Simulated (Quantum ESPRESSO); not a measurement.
CdSe under changes of volume

One of the cells (28.942 Å³/atom); the others are scaled copies at fixed shape and fractional positions:

```
CELL_PARAMETERS angstrom
0.00000 3.07027 3.07027
3.07027 0.00000 3.07027
3.07027 3.07027 0.00000
ATOMIC_POSITIONS crystal
Cd 0.00000 0.00000 0.00000
Se 0.25000 0.25000 0.25000
```

Measurements of this composition are mostly on another form, of space group No. 186.

```yaml
Program: Quantum ESPRESSO 7.5
Functional: PBE
Potentials_or_basis: SSSP 1.3 efficiency PBE
Cutoff: 816 eV
Density_cutoff: 6531 eV
k_mesh: 8 × 8 × 8
Occupations: fermi-dirac, width 0.05 eV
Spin: no spin polarisation
```

```tsv
volume (Å³/atom)	energy over the lowest point (meV/atom)	pressure (GPa)	gap on the mesh (eV)
27.206	36.45	5.0	0.65
27.784	?	?	?
28.363	9.90	2.4	0.57
28.942	3.10	1.3	0.53
29.521	0.00	0.3	0.49
30.100	0.23	-0.5	0.45
30.679	3.42	-1.3	0.41
```

Task: What does the run at 27.784 Å³/atom give?

Result: Energy over the lowest point 20.86 meV/atom; pressure 3.6 GPa; gap on the mesh 0.61 eV.

Worked out: A Birch-Murnaghan fit of order 3 (a polynomial in V^(-2/3)) to the other rows has its minimum at 29.77 Å³/atom with B0 = V·E''(V) = 45 GPa and B' = 4.8. It gives 20.86 meV/atom at 27.784 Å³/atom, against the run's 20.86, and -dE/dV = 3.7 GPa, against 3.6. A straight line through the other rows of the gap, of slope -2 eV per unit of ln V (its deformation potential), gives 0.61 eV, against the run's 0.61.

Energies are extrapolated to zero smearing.

Spin-orbit coupling on Cd, Se is left out.
